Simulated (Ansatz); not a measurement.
# Ca: how the settings move a single-point run

How sensitive is a single-point run of Ca to its settings? A reference run comes first, then one run with altered input.

The COD cell was measured well above room temperature, so it is larger than a cold one.

Method: reference: DFT, LDA, PAW with Ansatz's default frozen-core files, scalar-relativistic, in Ansatz 0.2.0.

## Step 1: Starting point

It takes space group Im-3m (No. 229, cubic). Conventional cell: a = 4.480 Å, b = 4.480 Å, c = 4.480 Å, α = 90.00°, β = 90.00°, γ = 90.00°. Around Ca (site symmetry m-3m) lie 8 Ca at 3.88 Å.

As a file:

```cif
data_structure
_symmetry_space_group_name_H-M 'Im-3m'
_symmetry_Int_Tables_number 229
_cell_length_a 4.4800
_cell_length_b 4.4800
_cell_length_c 4.4800
_cell_angle_alpha 90.000
_cell_angle_beta 90.000
_cell_angle_gamma 90.000
_cell_volume 89.92
loop_
_atom_site_label
_atom_site_type_symbol
_atom_site_symmetry_multiplicity
_atom_site_Wyckoff_symbol
_atom_site_fract_x
_atom_site_fract_y
_atom_site_fract_z
_atom_site_occupancy
Ca1 Ca 2 a 0.00000 0.00000 0.00000 1
```

## Step 2: Reference

input.yaml

```yaml
crystal:
  lattice:
    - [-2.24, 2.24, 2.24]
    - [2.24, -2.24, 2.24]
    - [2.24, 2.24, -2.24]
  atoms:
    - { symbol: Ca, position: [0.0, 0.0, 0.0] }
kpoints:
  mp_grid: { grid: [10, 10, 10] }
  band_path:
    path:
      - [0.0, 0.0, 0.0]
      - [0.5, -0.5, 0.5]
      - [0.0, 0.0, 0.5]
      - [0.0, 0.0, 0.0]
      - [0.25, 0.25, 0.25]
      - [0.5, -0.5, 0.5]
      - [0.25, 0.25, 0.25]
      - [0.0, 0.0, 0.5]
    npoints: 5
scf:
  occupations: { method: fermi_dirac, width: 0.05 }
hamiltonian:
  xc: lda
  pseudopotentials: { kind: paw }
output:
  forces: true
  stress: true
  eigenvalues: true
  efg: { contact_densities: true }
  write_density: true
  write_potential: true
  elf: true
  volumetric_format: npy
```

Run with:

```bash
$ ansatz run input.yaml --threads 1 --pin off --max-ram 2048MiB --backend cpu --events-out ev --progress --plain --runs-dir out
```

## Step 3: Changing settings: chi_scale 0.3, xc rpbe, ecutwfc 300 eV

Changes to input.yaml since step 2:

```diff
@@ -22,4 +22,5 @@
   occupations: { method: fermi_dirac, width: 0.05 }
+  initial_density: { chi_scale: 0.3 }
 hamiltonian:
-  xc: lda
+  xc: rpbe
   pseudopotentials: { kind: paw }
@@ -34 +35,3 @@
   volumetric_format: npy
+basis:
+  ecutwfc: "300 eV"
```

What does the calculation give? Wanted: for each run, ending; energy change; pressure; gap; force.

The runs gave:

| run | ending | energy change | pressure (GPa) | gap (eV) | force (eV/Å) | cycles | time |
| --- | --- | --- | --- | --- | --- | --- | --- |
| reference | converged | - | -2.5 | 0.00 | 0.00 | 6 | 2.6 s |
| 1: chi_scale 0.3, xc rpbe, ecutwfc 300 eV | converged | not comparable | -0.2 | 0.00 | 0.00 | 6 | 2 s |

Residual by cycle in the longest SCF loop of each run; runs are numbered as in the table. The quantity is the density residual dr2, in eV.

| cycle | reference | run 1 |
| --- | --- | --- |
| 1 | 0.00314 | 0.0192 |
| 2 | 8.2e-4 | 0.00798 |
| 3 | 3.3e-5 | 5.8e-4 |
| 4 | 3.0e-6 | 2.6e-5 |
| 5 | 3.2e-8 | 3.0e-7 |
| 6 | 1.2e-9 | 4.6e-9 |

**Reading.** After a change of functional the difference of the totals has no physical meaning; the pressure goes from -2.5 to -0.2 GPa. The cutoff changed too. The cutoff is under what these potentials recommend, as the log warns, so basis error is mixed in. Run 1 ran under the cutoff that the potentials recommend, as the log warns, so basis error is mixed into its values.
